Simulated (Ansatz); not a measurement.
Input of an Ansatz 0.2.0 run:

input.yaml

```yaml
crystal:
  lattice:
    - [3.8313174605, 0.0, 0.0]
    - [-1.9156587303, 3.3180182508, 0.0]
    - [0.0, 0.0, 6.3326220002]
  atoms:
    - { symbol: Si, position: [0.6666666667, 0.3333333333, 0.9369905] }
    - { symbol: Si, position: [0.3333333333, 0.6666666667, 0.4369905] }
    - { symbol: Si, position: [0.6666666667, 0.3333333333, 0.5630095] }
    - { symbol: Si, position: [0.3333333333, 0.6666666667, 0.0630095] }
kpoints:
  mp_grid: { grid: [8, 8, 4] }
scf:
  occupations: { method: fermi_dirac, width: 0.05 }
hamiltonian:
  xc: pbesol
  pseudopotentials: { kind: all_electron, lapw: { basis_error: 0.002 } }
output:
  forces: true
  stress: true
relax:
  f_tol: 0.02
  max_steps: 60
  cell: { p_target: 5 }
```

Potentials or basis: all-electron LAPW, scalar-relativistic.

Launch:

```bash
$ ansatz run input.yaml --threads 2 --pin off --max-ram 8192MiB --backend cpu --events-out ev --progress --plain --runs-dir out
```

Problem. Predict the space group after relaxing (to 0.05 Å).

Solution. P6_3/mmc (No. 194).

Problem. What does it give for the relaxed volume?

Solution. 19.08 Å³/atom.

Final structure:
```yaml
crystal:
  lattice:
    - [3.76271, 0.00000, 0.00000]
    - [-1.88135, 3.25860, 0.00000]
    - [0.00000, 0.00000, 6.22422]
  atoms:
    - { symbol: Si, position: [0.66667, 0.33333, 0.93685] }
    - { symbol: Si, position: [0.33333, 0.66667, 0.43685] }
    - { symbol: Si, position: [0.66667, 0.33333, 0.56315] }
    - { symbol: Si, position: [0.33333, 0.66667, 0.06315] }
```
